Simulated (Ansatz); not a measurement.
# How the conductance of Zr/AlN/TaN changes with thickness, part 3 of 6

Wanted: T(E), the conductance and its decay constant for Zr/AlN/TaN. The lower electrode is Zr hcp(0001), the upper one TaN rock salt(111); the barrier is AlN wurtzite(0001) (whole bilayers). In the first transport cell, after relaxation, the nearest pair of electrode and barrier is Zr–N at 2.14 Å, along the normal, at the lower face and N–Al at 1.90 Å, along the normal, at the upper one. All share a net of side 3.13 Å, which strains the lower electrode by -3.1 %, the upper one by +0.1 % and the barrier by +0.0 %, against typed lattice constants near PBE's. The first steps treat the bulk electrodes alone.

Ansatz 0.2.0; PBE DFT, plane waves, PAW files (the session's first sound run).

So far. Step 4 (Relaxation): The largest force component on a free atom ends at 0.026 eV/Å. At one or more of this run's solves the program warned of density in the dipole ramp over its bound, where dipole, forces and levels can be off.

## Step 5: Transmission over a wide range of energy

This step: PBE DFT, plane waves, PAW files; ballistic transmission by layer matching between semi-infinite leads (Ansatz 0.2.0).

System of this step: Zr/AlN/TaN. The cell holds 34 atoms: 11 Zr, 12 N, 4 Al and 7 Ta. Its edges and angles: a = 3.130 Å, b = 3.130 Å, c = 70.629 Å, α = 90.0°, β = 90.0°, γ = 120.0°. Regions: left electrode, 11 atoms (11 Zr); barrier, 8 atoms (4 N and 4 Al); right electrode, 15 atoms (8 N and 7 Ta). Vacuum lies along c.

The relaxed core is set between ideal electrode layers (this cell holds 8 atomic planes between the electrodes; where that differs from the relaxed slab, whole periods were copied in or cut out without a new relaxation), which the solver continues as semi-infinite leads. A wide energy window on a coarse mesh (12×12) shows where the Fermi level lies against the barrier's bands; the projected density of states shows how far the metals' states reach in.

The input, input.yaml:

```yaml
crystal:
  lattice:
    - [3.13, 0.0, 0.0]
    - [-1.565, 2.7106595138, 0.0]
    - [0.0, 0.0, 70.6290914053]
  atoms:
    - { symbol: Zr, position: [0.33333333, 0.66666667, 0.0991093027] }
    - { symbol: Zr, position: [0.0, 0.0, 0.1368447582] }
    - { symbol: Zr, position: [0.33333333, 0.66666667, 0.1745802137] }
    - { symbol: Zr, position: [0.0, 0.0, 0.2123156692] }
    - { symbol: Zr, position: [0.33333333, 0.66666667, 0.2500511247] }
    - { symbol: Zr, position: [0.0, 0.0, 0.2877865802] }
    - { symbol: Zr, position: [0.33333333, 0.66666667, 0.3255220356] }
    - { symbol: Zr, position: [0.0, 0.0, 0.3632574911] }
    - { symbol: Zr, position: [0.33333333, 0.66666667, 0.4009929466] }
    - { symbol: Zr, position: [0.0, 0.0, 0.4387284021] }
    - { symbol: Zr, position: [0.33333333, 0.66666667, 0.4791378444] }
    - { symbol: "N", position: [0.33333333, 0.66666667, 0.5094919354] }
    - { symbol: Al, position: [0.66666667, 0.33333333, 0.5176708783] }
    - { symbol: "N", position: [0.66666667, 0.33333333, 0.5447834561] }
    - { symbol: Al, position: [0.33333333, 0.66666667, 0.5531913071] }
    - { symbol: "N", position: [0.33333333, 0.66666667, 0.5802844341] }
    - { symbol: Al, position: [0.66666667, 0.33333333, 0.5887324975] }
    - { symbol: "N", position: [0.66666667, 0.33333333, 0.6158325355] }
    - { symbol: Al, position: [0.33333333, 0.66666667, 0.6242256727] }
    - { symbol: "N", position: [0.33333333, 0.66666667, 0.6511925415] }
    - { symbol: Ta, position: [0.66666667, 0.33333333, 0.6670573568] }
    - { symbol: "N", position: [0.0, 0.0, 0.6850445368] }
    - { symbol: Ta, position: [0.33333333, 0.66666667, 0.7030317169] }
    - { symbol: "N", position: [0.66666667, 0.33333333, 0.7210188969] }
    - { symbol: Ta, position: [0.0, 0.0, 0.7390060769] }
    - { symbol: "N", position: [0.33333333, 0.66666667, 0.756993257] }
    - { symbol: Ta, position: [0.66666667, 0.33333333, 0.774980437] }
    - { symbol: "N", position: [0.0, 0.0, 0.7929676171] }
    - { symbol: Ta, position: [0.33333333, 0.66666667, 0.8109547971] }
    - { symbol: "N", position: [0.66666667, 0.33333333, 0.8289419771] }
    - { symbol: Ta, position: [0.0, 0.0, 0.8469291572] }
    - { symbol: "N", position: [0.33333333, 0.66666667, 0.8649163372] }
    - { symbol: Ta, position: [0.66666667, 0.33333333, 0.8829035173] }
    - { symbol: "N", position: [0.0, 0.0, 0.9008906973] }
kpoints:
  mp_grid: { grid: [12, 12, 1] }
scf:
  occupations: { method: fermi_dirac, width: 0.1 }
  max_iter: 150
hamiltonian:
  xc: pbe
output:
  transmission:
    kmesh: [12, 12]
    e_range: [-3, 3]
    de: 0.1
    leads: [[4, 6], [26, 28]]
  dos: { projected: true, e_range: [-6, 5], de: 0.05 }
  write_potential: true
  write_density: true
  volumetric_format: npy
  elf: true
```

The run is started by

```console
$ ansatz run input.yaml --threads 4 --pin off --max-ram 12288MiB --backend cpu --events-out ev --progress --plain --runs-dir out
```

Numbers of over 12 decimals in the logs are rounded to 6 here.

Output:

```text
[...]
Crystal: 34 atoms, lattice volume = 599.243 Å³
Basis set: ecut = 420 eV, 11637 PW (Γ)
Bands: 182, of which v1, the nominal top of the filled ones, is band 148 counted from 1 (147 counted from 0)
Symmetry: 6 space group operations
[...]
k-points: 19 of 144 (time reversal used)
[...]
SCF iter   1: F=—  HF=-122330.556376 eV  |F-HF|=—  |Δ(HF+E_count)|=         —  Δρ=2.39e-2  dr2=1.45e3  ethr=1.77e-3  ⟨swp⟩=8.6  Hψ=16282  notcnv=0
[...]
SCF iter  12: F=-122327.866121 eV  HF=-122327.866121 eV  |F-HF|=2.77e-8  |Δ(HF+E_count)|=   7.53e-8  Δρ=1.88e-6  dr2=6.11e-8  ethr=3.39e-11  ⟨swp⟩=11.7  Hψ=12927  notcnv=0
SCF 1 converged in 12 iterations: F = -122327.866121 eV  dr2 = 6.11e-8
[...]
transmission: 145 of 1444 steps passed
transmission: 289 of 1444 steps passed
[...]
transmission: 1444 of 1444 steps passed
WARN: The output density's exchange-correlation potential varies sharply where the density is thin. Do not read a vacuum level from v_tot or v_xc, or from such a field of the output density. On a cell that repeats whose density bears no net charge and no dipole along the vacuum's axis use v_es (v_loc + v_h of the components); under efield.dipole_correction with no amplitude use v_es + v_field, which holds any externa [...]
SCF converged after 12 iterations
Free energy (F): -122327.866121 eV
[...]
Internal energy: -122327.211408 eV  (E = F + TS)
E sigma→0 (E₀):  -122327.538764 eV
Entropy (-TS):   -0.654713 eV (-19.256 meV/atom)
Fermi energy:    11.730185 eV
[...]
--- Band table (eV; the first three rows and the last of 19) ---
  k-point 0: bands = [... 144 lower, 11.6871, 11.7511, 11.7511, 11.7608, 11.9103, 12.0108, 12.0927, 12.2012, ... 30 higher]
  k-point 1: bands = [... 144 lower, 11.5844, 11.7153, 11.7710, 11.8904, 11.9152, 11.9418, 12.0087, 12.0672, ... 30 higher]
  k-point 2: bands = [... 144 lower, 11.4548, 11.6084, 11.6805, 11.7311, 11.7984, 11.8346, 11.8439, 11.9237, ... 30 higher]
  k-point 18: bands = [... 144 lower, 11.5375, 11.6255, 11.6608, 11.7578, 11.8042, 11.8133, 11.8237, 11.8440, ... 30 higher]
--- Transmission ---
  basis      : 73 plane waves across, 76 finite elements along
  points     : 19, standing for a mesh of 12 x 12
  energies   : 61 from -3.000000 to 3.000000 eV about the Fermi level, 0.100000 eV apart; the leads are filled to 0.000000 eV, and channels, transmission and decay are at 0.000000 eV
  crystal 0  : Zr2, at the sites [4, 6], period 5.3304 Å, over 26.65 Å; its Hamiltonian steps by up to 61.6 meV: too much for a lead, lay more layers or, if its atoms are ordered, name the step of that order
    offset         : up to 0.0000 Å between an atom of the period and one for which it stands
    channels       : 6.597222e-1 a spin
    conductance    : none, the energies end too early or step too widely for 300 K: set another output.transmission.e_range or a lower de, or, where they end at an eighth of basis.ecutwfc, a higher one
    slowest decay  : 0.0244 /Å at (0.4167, 0.0833)
  crystal 1  : Ta1N1, at the sites [26, 28], period 2.5408 Å, over 17.79 Å; its Hamiltonian steps by up to 31.4 meV: too much for a lead, lay more layers or, if its atoms are ordered, name the step of that order
[...]
channels       : 1.875000e0 a spin
[...]
slowest decay  : 0.0226 /Å at (0.3333, 0.3333)
  junction   : crystal 0 to crystal 1, 19.69 to 54.61 Å
    transmission   : 3.545133e-5 a spin
[...]
```

Run time: 4.7 min. Hardware: 4 threads of Arm Neoverse V1, shared host; peak memory 3.7 GiB; 17 min of CPU time.

The column dr2 measures how far the density is from self-consistency, as an energy; F and HF (Harris–Foulkes) agree once it is small.

This run has no spin polarisation although its electron count is odd.

Numbers from this step:

- free energy: -122327.8661 eV
- Fermi energy: 11.73 eV
- level to which the leads are filled: 0 eV from the Fermi level
- transmission at the Fermi level (a spin, zone mean): 3.55e-5
- channels of the lower lead: 0.6597
- channels of the upper lead: 1.875
- potential step in the lower lead: 61.6 meV
- potential step in the upper lead: 31.4 meV

One spin. The transmission, zone mean by energy, zero at the Fermi level:

```
energy (eV)  transmission, zone mean
      -3.00                   0.0410
      -2.90                   0.0565
      -2.80                   0.0327
      -2.70                   0.0206
      -2.50                  0.00404
      -2.40                  0.00145
      -2.20                   2.8e-4
      -2.00                   1.9e-4
      -1.90                   1.3e-4
      -1.70                   1.0e-4
      -1.50                   7.2e-5
      -1.40                   8.0e-5
      -1.20                   9.5e-5
      -1.10                   9.0e-5
      -0.90                   1.4e-4
      -0.70                   1.8e-4
      -0.60                   1.9e-4
      -0.40                   1.3e-4
      -0.20                   6.6e-5
      -0.10                   6.0e-5
       0.00                   3.5e-5
       0.10                   3.7e-5
       0.20                   9.0e-5
       0.40                   8.0e-5
       0.60                   1.5e-4
       0.70                   2.1e-4
       0.90                   1.8e-4
       1.10                   1.8e-4
       1.20                   1.0e-4
       1.40                   8.5e-5
       1.50                   1.0e-4
       1.70                   2.7e-4
       1.90                   1.0e-4
       2.00                   1.3e-4
       2.20                   7.8e-5
       2.40                   9.3e-5
       2.50                   8.8e-4
       2.70                   0.0174
       2.80                  0.00712
       3.00                  0.00562
```

One spin. Table of open channels, zone mean by energy, zero at the Fermi level:

| energy (eV) | lower lead | upper lead |
| --- | --- | --- |
| -3.00 | 0.542 | 0.646 |
| -2.80 | 0.833 | 0.729 |
| -2.60 | 0.812 | 0.729 |
| -2.40 | 0.875 | 0.854 |
| -2.20 | 0.729 | 0.938 |
| -2.00 | 0.868 | 1.12 |
| -1.80 | 0.743 | 1.25 |
| -1.60 | 0.535 | 1.33 |
| -1.30 | 0.979 | 1.42 |
| -1.10 | 0.938 | 1.46 |
| -0.90 | 1.10 | 1.58 |
| -0.70 | 1.44 | 1.67 |
| -0.50 | 0.854 | 1.67 |
| -0.30 | 0.729 | 1.88 |
| -0.10 | 0.618 | 1.88 |
| 0.00 | 0.660 | 1.88 |
| 0.10 | 0.896 | 1.89 |
| 0.30 | 1.31 | 1.93 |
| 0.50 | 0.972 | 1.81 |
| 0.70 | 1.19 | 2.14 |
| 0.90 | 1.06 | 2.39 |
| 1.10 | 0.847 | 2.39 |
| 1.30 | 1.08 | 2.60 |
| 1.60 | 1.37 | 2.94 |
| 1.80 | 1.12 | 3.19 |
| 2.00 | 1.24 | 3.42 |
| 2.20 | 1.03 | 2.83 |
| 2.40 | 0.993 | 2.71 |
| 2.60 | 1.24 | 2.5 |
| 2.80 | 1.26 | 2.25 |
| 3.00 | 1.09 | 2.29 |

Transmission over k1 and k2. At 0.0000 eV from the Fermi level.

Ten even steps from '0' (0.00 × 1e-4) to '9' (2.45 × 1e-4):
```
000000000550
000000000505
300000000355
000021200000
000018810000
900028782000
000001881000
000000212000
355300000000
050500000000
005500000000
900300900300
```
Columns: k1 (b1) from -0.5 to 0.417; rows upwards: k2 (b2) from -0.5 to 0.417.

Open channels of the lower lead over k1 and k2. At 0.0000 eV from the Fermi level.

Ten even steps from '_' (0.00) to '@' (2.00):
```
________________@@@@@@@@
________@@________@@__@@
@@________________@@@@@@
____@@__@@++@@__@@____@@
________++@@@@++________
++______@@@@@@@@@@______
__________++@@@@++______
__@@____@@__@@++@@__@@__
@@@@@@@@________________
__@@__@@________@@______
__@@@@@@@@______________
++____@@____++____@@____
```
Columns: k1 (b1) from -0.5 to 0.417; rows upwards: k2 (b2) from -0.5 to 0.417.

Open channels of the upper lead over k1 and k2. At 0.0000 eV from the Fermi level.

Ten even steps from '0' (0.00) to '9' (3.00):
```
336666333663
363636363606
666999966666
363999993633
366999999663
333999999933
336699999966
333639999936
666666999966
360636363636
336633366663
333633333633
```
Columns: k1 (b1) from -0.5 to 0.417; rows upwards: k2 (b2) from -0.5 to 0.417.

Projected DOS an atom over height of the atomic layer and energy from the Fermi level. Layers: Zr Zr Zr Zr Zr Zr Zr Zr Zr Zr Zr N Al N Al N Al N Al N Ta N Ta N Ta N Ta N Ta N Ta N Ta N; projections on atoms miss part of the total, and the computed bands can run out at the top of the range; a column is the mean of 3 neighbouring layers, the last of those left over.

Values in states/eV, 22 rows by 12 columns, each cell a mean:
```
1.29 1.16 1.20 0.68 0.03 0.01 0.42 0.66 1.19 0.65 0.82 0.20
1.10 1.25 1.21 0.63 0.03 0.01 0.47 0.58 0.82 0.48 0.73 0.23
1.31 1.46 1.44 1.03 0.04 0.01 0.34 0.43 0.72 0.44 0.50 0.18
1.66 1.53 1.57 1.25 0.04 0.01 0.38 0.36 0.69 0.42 0.51 0.24
1.74 1.74 1.73 1.06 0.03 0.00 0.24 0.25 0.38 0.28 0.33 0.19
1.32 0.86 0.82 0.74 0.02 0.01 0.30 0.33 0.53 0.39 0.43 0.37
1.22 1.07 1.09 0.76 0.02 0.00 0.19 0.24 0.43 0.26 0.31 0.23
1.52 1.49 1.50 0.90 0.02 0.01 0.21 0.27 0.50 0.30 0.34 0.50
1.38 1.31 1.29 0.79 0.01 0.01 0.14 0.27 0.31 0.24 0.26 0.46
0.90 1.01 0.96 0.59 0.01 0.01 0.11 0.24 0.37 0.24 0.28 1.14
1.21 1.17 1.22 0.85 0.01 0.01 0.10 0.22 0.32 0.22 0.53 2.30
1.26 1.31 1.30 0.88 0.03 0.03 0.07 0.18 0.26 0.20 0.42 1.65
1.04 1.11 1.12 0.64 0.31 0.61 0.09 0.14 0.19 0.13 0.32 1.11
0.65 0.86 0.83 0.53 0.58 1.45 0.32 0.14 0.20 0.16 0.27 0.89
0.31 0.35 0.36 0.81 0.78 1.17 0.39 0.16 0.16 0.09 0.18 0.47
0.17 0.19 0.17 0.69 0.58 0.82 0.85 0.22 0.07 0.06 0.27 0.61
0.17 0.17 0.19 0.66 0.50 0.93 0.65 0.14 0.07 0.11 0.42 0.87
0.10 0.13 0.11 0.44 0.42 0.60 0.45 0.14 0.08 0.09 0.06 0.04
0.10 0.10 0.11 0.32 0.35 0.50 0.44 0.16 0.14 0.17 0.06 0.02
0.05 0.06 0.06 0.35 0.41 0.54 0.54 0.24 0.23 0.32 0.15 0.03
0.02 0.05 0.04 0.23 0.24 0.31 0.38 0.40 0.37 0.51 0.34 0.05
0.00 0.00 0.00 0.24 0.32 0.48 0.61 0.59 0.51 0.68 0.57 0.06
```
Columns: height of the atomic layer (Å) from 9.67 to 63.6 (not evenly spaced); rows upwards: energy from the Fermi level (eV) from -6 to 1.95.

Electrostatic potential energy in the ca plane at fractional y = 0.667, with atoms of Zr and N and Al and Ta within 0.2 Å of it. With pseudopotentials it is smooth inside the atoms' cores, unlike the true potential.

Ten even steps from '0' (-56 eV) to '9' (13 eV), each cell a mean:
```
99999987789999999999998889999999999988899999
99999987789999999999998889999999999988899999
78899998889999877899999899999888999998999998
23689999999998522589977999998777898679999987
00379999999996200268511699987887784127999878
00279999999996200168501699987888784027999878
12589999999998521489866899998777898569999977
77899998889999877899999999999888999999999998
```
Columns run along c (16.0 Å, from fractional 0.40 to 0.63 of the cell; values clipped at the 3rd and 97th percentile), rows up along a (3.1 Å). Atoms in or near the plane, at fractional coordinates: Zr at (0.40, 0.33), Zr at (0.48, 0.33), N at (0.51, 0.33), Al at (0.55, 0.33), N at (0.58, 0.33), Al at (0.62, 0.33).

ELF in the ca plane at fractional y = 0.667, with atoms of Zr and N and Al and Ta within 0.2 Å of it. It is the smooth field of the valence electrons, not physical close to the nuclei.

Ten even steps from '0' (0.02) to '9' (0.86), each cell a mean:
```
88510133311467874101211332465322366423422222
87510122211467874101111332466322366423421212
87412578741257873125653211353122135311114542
42127899972124420379997311222577512221258885
00039954873011000599558621214744841222487478
00039943873000000599448621214733841222486368
31027989972023210389898411222677622221268886
87313688851246873136763111343233124312125652
```
Columns run along c (16.0 Å, from fractional 0.55 to 0.77 of the cell), rows up along a (3.1 Å). Atoms in or near the plane, at fractional coordinates: Al at (0.55, 0.33), N at (0.58, 0.33), Al at (0.62, 0.33), N at (0.65, 0.33), Ta at (0.70, 0.33), N at (0.76, 0.33).

Valence density in the ca plane at fractional y = 0.667, with atoms of Zr and N and Al and Ta within 0.2 Å of it. It is the smooth field of the valence electrons, not physical close to the nuclei.

Ten even steps from '0' (0.1 e/Å³) to '9' (3.9 e/Å³), each cell a mean:
```
00000000001110000000000000000000100000000000
00000000001210000000000000000000100000000000
00001100000000000001100001000000000000010000
00147510000000000147520123210000000001332000
00399940000000000399951268620000000014884100
00499951000000000399951279620000000014884100
00158620000000000158620134310000000002442000
00011100000000000012100001100000000000110000
```
Columns run along c (16.0 Å, from fractional 0.38 to 0.61 of the cell), rows up along a (3.1 Å). Atoms in or near the plane, at fractional coordinates: Zr at (0.40, 0.33), Zr at (0.48, 0.33), N at (0.51, 0.33), Al at (0.55, 0.33), N at (0.58, 0.33).

At the Fermi level the transmission is 3.5e-5, as a zone mean for one spin on this coarse mesh. At the Fermi level the layers of this cell's barrier hold from 0.0016 to 0.089 states an eV and atom. In the worse lead the potential repeats within 62 meV, which the program flags as too much for a lead, so G carries that doubt.

(Part 3 of 6 ends here.)

[Logs are printed without paths, hosts, clocks, repeated set-up lines and the standing remarks that a program may print on its own settings, such as how far it seeks lower states.]

[Hosts, paths, dates, database ids (printed as entryN), source tags and the programs' standing remarks are cut or masked in the printed files.]
